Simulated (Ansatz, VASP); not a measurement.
**Mo: VASP beside Ansatz**

```
Mo
1.0
    -1.50030    1.57100    1.57100
     1.50030   -1.57100    1.57100
     1.50030    1.57100   -1.57100
Mo
1
Cartesian
  0.0000 0.0000 0.0000
```

Change from the starting cell: strain -0.0450 x Voigt [1, 0, 0, 0, 0, 0], atoms carried along.

Alike in both runs: task single point; functional PBEsol; k mesh 22 × 22 × 22; occupations gaussian, width 0.15 eV; no spin polarisation.

|  | VASP | Ansatz |
| --- | --- | --- |
| version | VASP 6.6.1 | Ansatz 0.2.0 |
| potentials or method | VASP PAW PBE potentials, release 64 (Mo_sv) | scalar-relativistic, plane waves, PAW |
| plane-wave cutoff (eV) | 520 | 420 |
| valence electrons in the cell | 14 | 14 |

```csv
,VASP,Ansatz,Ansatz less VASP
gap on the k mesh at the Fermi level (eV),none,none,-
pressure (GPa),11.2,10.5,-0.68
largest component of the traceless stress (GPa),10.72,10.71,-0.002
```

A gap of «none» marks a metal or a gap that the smearing closes.

Caveats: the PAW data sets were made with another functional, which shifts forces and pressure a little (VASP).
